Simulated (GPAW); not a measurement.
Runs of GPAW 26.7.0 on Zn. It takes space group Im-3m (No. 229, cubic). The conventional cell has a = 3.138 Å, b = 3.138 Å, c = 3.138 Å, α = 90.00°, β = 90.00°, γ = 90.00°. Around Zn (site symmetry m-3m) lie 8 Zn at 2.72 Å. This isn't the form of Zn at room conditions, which is hcp.

| level | gap on the mesh (eV) | pressure (GPa) | relaxed volume (Å³/atom) |
| --- | --- | --- | --- |
| PBEsol+D3 | none | 0.0 | 13.67 |
| PBEsol+D4 | none | 0.0 | (b) |
| PBEsol+D3(BJ)+ATM | none | 0.0 | 13.69 |
| PBEsol | none | -0.1 | 14.24 |
| PBEsol+D3(BJ) | none | 0.0 | (a) |

Alike in all rows: task relaxation of cell and atoms; potentials or basis PAW data sets generated in the run's folder for this functional, pw; no spin polarisation; cell relaxed; k mesh 12 × 12 × 12; cutoff (eV) 600; smearing fermi-dirac 0.05 eV.

Task: Estimate the missing entries.

Result: (a) 13.54; (b) 13.88.

Caveats: later steps reuse the first step's grids; pairwise dispersion overbinds metals, which lowers pressure and volume (some runs).

A gap of «none» marks a metal or a gap under the smearing width.
